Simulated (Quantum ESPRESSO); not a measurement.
# Mo in Quantum ESPRESSO: the effect of target pressure

Mo:

```
CELL_PARAMETERS angstrom
-1.58381 1.58381 1.58381
1.58381 -1.58381 1.58381
1.58381 1.58381 -1.58381
ATOMIC_POSITIONS crystal
Mo 0.00000 0.00000 0.00000
```

Alike in all runs:

- Program: Quantum ESPRESSO 7.5
- Task: phonons
- Functional: PBEsol
- Potentials or basis: PseudoDojo 0.4.1 SR PBEsol standard
- Cutoff: 1088 eV
- Density cutoff: 4354 eV
- k mesh: 10 × 10 × 10
- Occupations: cold, width 0.2 eV
- Spin: no spin polarisation

Each run relaxes the cell or the atoms first.

| target pressure | relaxed volume (Å³/atom) | highest phonon frequency (cm⁻¹) |
| --- | --- | --- |
| 0 GPa | 15.32 | 265 |
| 2 GPa | ? | ? |
| 5 GPa | 15.05 | 275 |
| 10 GPa | 14.81 | 285 |
| 15 GPa | 14.59 | 294 |

What does the run with target pressure 2 GPa give?

Relaxed volume 15.21 Å³/atom; highest phonon frequency 269 cm⁻¹.

Worked out: In Murnaghan's law V^(-B') rises as a straight line in P. The other rows fit best with B' = 5.3, V0 = 15.32 Å³/atom and B0 = 269 GPa, which gives 15.21 Å³/atom at 2 GPa, against the run's 15.21. A straight line through the other rows of the highest phonon frequency, of slope 1.94 cm⁻¹ per GPa, gives 269 cm⁻¹, against the run's 269.

Caveats: the mesh is thin for the phonons of a metal; the cell is more than 3 GPa from zero pressure, which shifts response properties (some runs).
